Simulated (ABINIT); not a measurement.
Crystal: Ag.

```xyz
1
Lattice="-1.6557 1.6557 1.6557 1.6557 -1.6557 1.6557 1.6557 1.6557 -1.6557" Properties=species:S:1:pos:R:3 pbc="T T T"
Ag    0.0000    0.0000    0.0000
```

This isn't the form of Ag at room conditions, which is fcc.

- Program: ABINIT 10.8.3 (patched build)
- Task: single point
- Functional: PBEsol
- Potentials or basis: PseudoDojo NC SR PBEsol v0.4.1 standard
- Cutoff: 1116 eV
- k mesh: 11 × 11 × 11
- Occupations: fermi-dirac, width 0.05 eV
- Spin: no spin polarisation

On this cell: pressure -7.5 GPa; band gap on the k mesh none (metal or under the smearing width).

The same run follows on a disturbed copy (cell strained at random at fixed volume):

```
CELL_PARAMETERS angstrom
-1.66744 1.70967 1.67800
1.64484 -1.66248 1.60821
1.64974 1.64478 -1.63081
ATOMIC_POSITIONS crystal
Ag 0.00036 0.98336 0.99733
```

What changes?

The energy (extrapolated to zero smearing) moves by +2.2 meV/atom; pressure -7.4 GPa; band gap on the k mesh none (metal or under the smearing width).

Stress tensor (GPa, compression positive):
```
-7.49  0.47  0.59
 0.47 -7.17 -1.41
 0.59 -1.41 -7.62
```
